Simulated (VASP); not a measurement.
# AlN (P6_3mc) in VASP: notebook

The runs below take AlN through relaxation of cell and atoms, with r2SCAN.

All numbers are computed with VASP 6.6.1; they aren't measurements. Logs are shortened: lines on timing, memory, paths and dates and some standing lists are left out, and cuts for length are marked.

## Step 1: The crystal as given

It takes space group P6_3mc (No. 186, hexagonal). The conventional cell has a = 3.113 Å, b = 3.113 Å, c = 4.981 Å, α = 90.00°, β = 90.00°, γ = 120.00°. Around Al (site symmetry 3m) lie 4 N at 1.89 Å. Around N (site symmetry 3m) lie 4 Al at 1.89 Å.

## Step 2: Relaxation of cell and atoms, r2SCAN

The input, INCAR:

```
SYSTEM = AlN
PREC = Accurate
ENCUT = 600
EDIFF = 1E-6
ISMEAR = 0
SIGMA = 0.03
LREAL = .False.
LASPH = .True.
NELM = 80
ALGO = Normal
ISIF = 3
LWAVE = .False.
LCHARG = .False.
METAGGA = R2SCAN
LMIXTAU = .True.
IBRION = 2
NSW = 90
EDIFFG = -0.01
```

The input, KPOINTS:

```
Automatic mesh
0
Gamma
  12 12 6
  0 0 0
```

The input, POSCAR:

```
AlN
1.0
    3.1130000000      0.0000000000      0.0000000000
   -1.5565000000      2.6959370820      0.0000000000
    0.0000000000      0.0000000000      4.9810000000
Al N
2 2
Direct
    0.3333333333      0.6666666667      0.0000000000
    0.6666666667      0.3333333333      0.5000000000
    0.3333333333      0.6666666667      0.3800000000
    0.6666666667      0.3333333333      0.8800000000
```

Potentials or basis: VASP PAW PBE potentials, release 64 (Al, N).

Command:

```console
$ cat potpaw_PBE.64/Al/POTCAR potpaw_PBE.64/N/POTCAR > POTCAR
$ mpirun -np 1 vasp_std > vasp.out
```

OUTCAR:

```text
SYSTEM = AlN
   PREC = Accurate
   ENCUT = 600
   EDIFF = 1E-6
   ISMEAR = 0
   LREAL = .False.
   LASPH = .True.
   NELM = 80
   ISIF = 3
   METAGGA = R2SCAN
   IBRION = 2
   NSW = 90
   EDIFFG = -0.01

 ion  position               nearest neighbor table
   1  0.333  0.667  0.000-   3 1.89   4 1.89   4 1.89   4 1.89   2 3.07   2 3.07   2 3.07   2 3.07
                             2 3.07   2 3.07
   2  0.667  0.333  0.500-   4 1.89   3 1.89   3 1.89   3 1.89   1 3.07   1 3.07   1 3.07   1 3.07
                             1 3.07   1 3.07
   3  0.333  0.667  0.380-   1 1.89   2 1.89   2 1.89   2 1.89
   4  0.667  0.333  0.880-   2 1.89   1 1.89   1 1.89   1 1.89

  LATTYP: Found a hexagonal cell.
 ALAT       =     3.1130000000
 C/A-ratio  =     1.6000642467

  Lattice vectors:

 A1 = (   3.1130000000,   0.0000000000,   0.0000000000)
 A2 = (  -1.5565000000,   2.6959370820,   0.0000000000)
 A3 = (   0.0000000000,   0.0000000000,   4.9810000000)

Analysis of symmetry for initial positions (statically):
=====================================================================
 Subroutine PRICEL returns:
 Original cell was already a primitive cell.

 Routine SETGRP: Setting up the symmetry group for a
 hexagonal supercell.

 Subroutine GETGRP returns: Found 12 space group operations
 (whereof  6 operations were pure point group operations)
 out of a pool of 24 trial point group operations.

The static configuration has the point symmetry C_3v.
 The point group associated with its full space group is C_6v.

Analysis of symmetry for dynamics (positions and initial velocities):
=====================================================================
 Subroutine PRICEL returns:
 Original cell was already a primitive cell.

 Routine SETGRP: Setting up the symmetry group for a
 hexagonal supercell.

 Subroutine GETGRP returns: Found 12 space group operations
 (whereof  6 operations were pure point group operations)
 out of a pool of 24 trial point group operations.

The dynamic configuration has the point symmetry C_3v.
 The point group associated with its full space group is C_6v.

 Subroutine INISYM returns: Found 12 space group operations
 (whereof  6 operations are pure point group operations),
 and found     1 'primitive' translations

----------------------------------------------------------------------------------------

                                     Primitive cell

  volume of cell :      41.8028

  direct lattice vectors                    reciprocal lattice vectors
     3.113000000  0.000000000  0.000000000     0.321233537  0.185464269  0.000000000
    -1.556500000  2.695937082  0.000000000     0.000000000  0.370928538  0.000000000
     0.000000000  0.000000000  4.981000000     0.000000000  0.000000000  0.200762899

  length of vectors
     3.113000000  3.113000000  4.981000000     0.370928538  0.370928538  0.200762899

  position of ions in fractional coordinates (direct lattice)
     0.333333333  0.666666667  0.000000000
     0.666666667  0.333333333  0.500000000
     0.333333333  0.666666667  0.380000000
     0.666666667  0.333333333  0.880000000

  ion indices of the primitive-cell ions
   primitive index   ion index
                 1           1
                 2           2
                 3           3
                 4           4

----------------------------------------------------------------------------------------

 KPOINTS: Automatic mesh

Automatic generation of k-mesh.
 Grid dimensions read from file:
 generate k-points for:   12   12    6

 Generating k-lattice:

  Cartesian coordinates                     Fractional coordinates (reciprocal lattice)
     0.026769461  0.015455356  0.000000000     0.083333333  0.000000000  0.000000000
     0.000000000  0.030910711  0.000000000     0.000000000  0.083333333  0.000000000
     0.000000000  0.000000000  0.033460483     0.000000000  0.000000000  0.166666667

  Length of vectors
     0.030910711  0.030910711  0.033460483

  Shift w.r.t. Gamma in fractional coordinates (k-lattice)
     0.000000000  0.000000000  0.000000000

 Subroutine IBZKPT returns following result:
 ===========================================

 Found     76 irreducible k-points:

 Following reciprocal coordinates:
            Coordinates               Weight
  0.000000  0.000000  0.000000      1.000000
  0.083333  0.000000  0.000000      6.000000
  0.166667  0.000000  0.000000      6.000000
  0.250000  0.000000  0.000000      6.000000
  0.333333  0.000000  0.000000      6.000000
  0.416667  0.000000  0.000000      6.000000
[... 16 lines left out ...]
  0.250000  0.000000  0.166667     12.000000
  0.333333  0.000000  0.166667     12.000000
 [... further k-points ...]
   k-points           NKPTS =     76   k-points in BZ     NKDIM =     76   number of bands    NBANDS=     12
   number of dos      NEDOS =    301   number of ions     NIONS =      4
   total plane-waves  NPLWV =  31360
   dimension x,y,z NGX =    28 NGY =   28 NGZ =   40
   dimension x,y,z NGXF=    56 NGYF=   56 NGZF=   80
   ions per type =               2   2
   NGX,Y,Z   is equivalent  to a cutoff of  14.95, 14.95, 13.35 a.u.
   NGXF,Y,Z  is equivalent  to a cutoff of  29.91, 29.91, 26.70 a.u.
 SYSTEM =  AlN
   PREC   = accura    normal or accurate (medium, high low for compatibility)
   ISTART =      0    job   : 0-new  1-cont  2-samecut
   ICHARG =      2    charge: 1-file 2-atom 10-const
   ISPIN  =      1    spin polarized calculation?
   LNONCOLLINEAR =      F non collinear calculations
   LSORBIT =      F    spin-orbit coupling
   LASPH  =      T    aspherical Exc in radial PAW
   ENCUT  =  600.0 eV  44.10 Ry    6.64 a.u.   6.22  6.22  9.95*2*pi/ulx,y,z
   NELM   =     80;   NELMIN=  2; NELMDL= -5     # of ELM steps
   EDIFF  = 0.1E-05   stopping-criterion for ELM
   LREAL  =      F    real-space projection
   EDIFFG = -.1E-01   stopping-criterion for IOM
   NSW    =     90    number of steps for IOM
   IBRION =      2    ionic relax: 0-MD 1-quasi-New 2-CG
   NFREE  =      1    steps in history (QN), initial steepest desc. (CG)
   ISIF   =      3    stress and relaxation
   ISYM   =      2    0-nonsym 1-usesym 2-fastsym
   POTIM  = 0.5000    time-step for ionic-motion
   TEBEG  =    0.0;   TEEND  =   0.0 temperature during run
   PSTRESS=    0.0 pullay stress
   NELECT =      16.0000    total number of electrons
   NUPDOWN=      -1.0000    fix difference up-down
   EMIN   =  10.00;   EMAX   =-10.00  energy-range for DOS
   EFERMI =   0.00;   METHOD = LEGACY
   ISMEAR =     0;   SIGMA  =   0.03  broadening in eV -4-tet -1-fermi 0-gaus
   EFERMI_NEDOS =   21; number of points for ismear=-14 and -15
   IALGO  =     38    algorithm
   IMIX   =      4    mixing-type and parameters
     AMIX     =   0.40;   BMIX     =  1.00
     AMIX_MAG =   1.60;   BMIX_MAG =  1.00
  volume/ion in A,a.u.               =      10.45        70.52
  Fermi-wavevector in a.u.,A,eV,Ry     =   1.188629  2.246183 19.222843  1.412839
  Thomas-Fermi vector in A             =   2.324754
   LORBIT       =      0    0 simple, 1 ext, 2 COOP (PROOUT), +10 PAW based schemes
   METAGGA = R2SCAN    functional components
   LHFCALC =     F    Hartree Fock is set to
   AEXX    =    0.0000 exact exchange contribution
   IVDW    =     0    specifies the selected vdW correction
   LEPSILON=     F    determine dielectric tensor
   LRPA    =     F    only Hartree local field effects (RPA)
 conjugate gradient relaxation of ions
 non-spin polarized calculation
 Gauss-broadening in eV      SIGMA  =   0.03
  energy-cutoff  :      600.00
  volume of cell :       41.80
 maximum number of plane-waves:      1412
 NGX is ok and might be reduce to    28
   NGX = 13   NGY = 13   NGZ = 19

--------------------------------------- Ionic step        1  -------------------------------------------

 number of electron      16.0000000 magnetization

 Free energy of the ion-electron system (eV)
  ---------------------------------------------------
  ext. energy  EPLUGINS =         0.00000000
  ---------------------------------------------------
  free energy    TOTEN  =       -38.45373731 eV

  energy without entropy =      -38.45373731  energy(sigma->0) =      -38.45373731

------------------------ aborting loop because EDIFF is reached ----------------------------------------

  FORCE on cell =-STRESS in cart. coord.  units (eV):
  Direction    XX          YY          ZZ          XY          YZ          ZX
  --------------------------------------------------------------------------------------
  -------------------------------------------------------------------------------------
  Total       -0.4845898     -0.4845898     -0.0099334      0.0000000     -0.0000000     -0.0000000
  in kB      -18.5728882    -18.5728882     -0.3807166      0.0000000     -0.0000000     -0.0000000
  external PRESSURE =     -12.5088310 kB  Pullay stress =       0.0000000 kB
[... 175 lines left out ...]
  energy  without entropy=      -38.4558698743  energy(sigma->0) =      -38.45586987

--------------------------------------- Ionic step        6  -------------------------------------------

 number of electron      15.9999999 magnetization

 Free energy of the ion-electron system (eV)
  ---------------------------------------------------
  ext. energy  EPLUGINS =         0.00000000
  ---------------------------------------------------
  free energy    TOTEN  =       -38.45592206 eV

  energy without entropy =      -38.45592206  energy(sigma->0) =      -38.45592206

 E-fermi :   6.1375     XC(G=0): -11.4240

 val. band max:        5.9293507177   @ k =   0.0000   0.0000   0.0000
 cond. band min:      10.8680842142   @ k =   0.0000   0.0000   0.0000
 fundamental gap:      4.9387334965
 Fermi energy:         6.1374699310

 k-point     1 :       0.0000    0.0000    0.0000
  band No.  band energies     occupation
      1     -10.0573      2.00000
      2      -7.9329      2.00000
      3      -0.1455      2.00000
      4       5.0516      2.00000
      5       5.0516      2.00000
      6       5.7108      2.00000
      7       5.7108      2.00000
      8       5.9294      2.00000
      9      10.8681      0.00000
     10      13.4937      0.00000
     11      17.5572      0.00000
     12      17.9963      0.00000
[... 331 lines left out ...]
 k-point    24 :       0.3333    0.0000    0.1667
  band No.  band energies     occupation
      1      -8.7318      2.00000
      2      -7.5240      2.00000
      3       0.9634      2.00000
      4       1.9421      2.00000
      5       2.5521      2.00000
      6       4.1233      2.00000
      7       5.1280      2.00000
      8       5.2615      2.00000
      9      12.5130      0.00000
     10      13.3446      0.00000
     11      15.3084      0.00000
     12      17.0834      0.00000

 [... further k-points ...]
[... 5 lines left out ...]
  --------------------------------------------------------------------------------------
  -------------------------------------------------------------------------------------
  Total        0.0240323      0.0240323     -0.0186765      0.0000000     -0.0000000     -0.0000000
  in kB        0.9268010      0.9268010     -0.7202567      0.0000000     -0.0000000     -0.0000000
  external PRESSURE =       0.3777818 kB  Pullay stress =       0.0000000 kB
[... 19 lines left out ...]
  FREE ENERGIE OF THE ION-ELECTRON SYSTEM (eV)
  ---------------------------------------------------
  free  energy   TOTEN  =       -38.4559220556 eV

  energy  without entropy=      -38.4559220556  energy(sigma->0) =      -38.45592206

 reached required accuracy - stopping structural energy minimisation
```

Wall time 12 min (1 thread of Intel Xeon Platinum 8559C (Emerald Rapids), shared host); peak memory 0.21 GiB.

What came out:

| Quantity | Value |
| --- | --- |
| Free energy | -38.4559 eV |
| Relaxed volume | 10.39 Å³/atom |
| Relaxed cell | a = 3.104 Å, b = 3.104 Å, c = 4.978 Å, α = 90.00°, β = 90.00°, γ = 120.00° |
| Space group after relaxing (to 0.05 Å) | P6_3mc (No. 186) |
| Energy gained by relaxing | 0.5 meV/atom |
| Ionic steps | 6 |
| Pressure after relaxing | 0.0 GPa |
| Largest force after relaxing | 0.004 eV/Å |
| Band gap on the k mesh | 4.94 eV, direct |

Forces in eV/Å, atoms in the order of the input:
```
Al   0.000  0.000 -0.004
Al   0.000  0.000 -0.004
N    0.000  0.000  0.004
N    0.000  0.000  0.004
```

Step by step:
```
step  energy change (eV)  largest force (eV/Å)  pressure (GPa)  volume (Å³)
   1              0.0000                0.1251           -1.25        41.80
   2              0.0001                0.0987            1.29        41.31
   3             -0.0021                0.0151           -0.03        41.56
   4             -0.0021                0.0120           -0.01        41.55
   5             -0.0021                0.0101            0.02        41.55
   6             -0.0022                0.0039            0.04        41.54
```

Final structure:
```
Al N
1.0
     3.10440    0.00000    0.00000
    -1.55220    2.68849    0.00000
     0.00000    0.00000    4.97773
Al N
2 2
Direct
  0.33333 0.66667 0.99926
  0.66667 0.33333 0.49926
  0.33333 0.66667 0.38074
  0.66667 0.33333 0.88074
```

Caveat: the PAW data sets were made with another functional, which shifts forces and pressure a little.

## Step 3: Relaxation of cell and atoms, r2SCAN

This run uses another cell than the first one, of 10.39 Å³/atom, 0.994 times its volume.

Edit INCAR of step 2 so:

```diff
@@ -3,3 +3,3 @@
 ENCUT = 600
-EDIFF = 1E-6
+EDIFF = 1E-7
 ISMEAR = 0
@@ -17,2 +17,2 @@
 NSW = 90
-EDIFFG = -0.01
+EDIFFG = -0.005
```

KPOINTS is that of step 2.

The input, POSCAR:

```
AlN                                     
1.0
    3.1044035650      0.0000000000     -0.0000000000
   -1.5522017825      2.6884923509      0.0000000000
    0.0000000000     -0.0000000000      4.9777328379
  Al              N             
     2     2
Direct
     0.3333333332999970    0.6666666667000030    0.9992570489196196
     0.6666666667000030    0.3333333332999970    0.4992570489196196
     0.3333333332999970    0.6666666667000030    0.3807429510803829
     0.6666666667000030    0.3333333332999970    0.8807429510803829
```

Potentials or basis: VASP PAW PBE potentials, release 64 (Al, N).

Command:

```console
$ cat potpaw_PBE.64/Al/POTCAR potpaw_PBE.64/N/POTCAR > POTCAR
$ mpirun -np 1 vasp_std > vasp.out
```

It took 8.2 min on 1 thread of Intel Xeon Platinum 8559C (Emerald Rapids), shared host; peak memory 0.2 GiB.

Results (log left out):

| Quantity | Value |
| --- | --- |
| Free energy | -38.4558 eV |
| Relaxed volume | 10.39 Å³/atom |
| Relaxed cell | a = 3.105 Å, b = 3.105 Å, c = 4.977 Å, α = 90.00°, β = 90.00°, γ = 120.00° |
| Space group after relaxing (to 0.05 Å) | P6_3mc (No. 186) |
| Energy gained by relaxing | 0.0 meV/atom |
| Ionic steps | 2 |
| Pressure after relaxing | 0.0 GPa |
| Largest force after relaxing | 0.005 eV/Å |
| Band gap on the k mesh | 4.93 eV, direct |

Forces on the atoms (eV/Å):
```
Al   0.000  0.000 -0.005
Al   0.000  0.000 -0.005
N    0.000  0.000  0.005
N    0.000  0.000  0.005
```

Final structure:
```
CELL_PARAMETERS angstrom
3.10531 0.00000 0.00000
-1.55265 2.68928 0.00000
0.00000 0.00000 4.97661
ATOMIC_POSITIONS crystal
Al 0.33333 0.66667 0.99922
Al 0.66667 0.33333 0.49922
N 0.33333 0.66667 0.38078
N 0.66667 0.33333 0.88078
```

Levels at points of the mesh, in eV from the valence-band top:
```csv
k point,band 5,band 6,band 7,band 8,band 9,band 10,band 11,band 12
"(0.00, 0.00, 0.00)",-0.88,-0.22,-0.22,0.00,4.93,7.55,11.63,12.06
"(0.50, 0.00, 0.00)",-3.39,-2.14,-1.77,-0.71,6.45,6.57,9.07,11.27
"(0.00, 0.00, 0.50)",-0.56,-0.56,-0.56,-0.56,7.27,7.27,11.33,11.33
"(0.50, 0.00, 0.50)",-1.50,-1.50,-1.39,-1.39,6.00,6.00,10.16,10.16
```

Caveat: the PAW data sets were made with another functional, which shifts forces and pressure a little. A k mesh can miss the band edges.
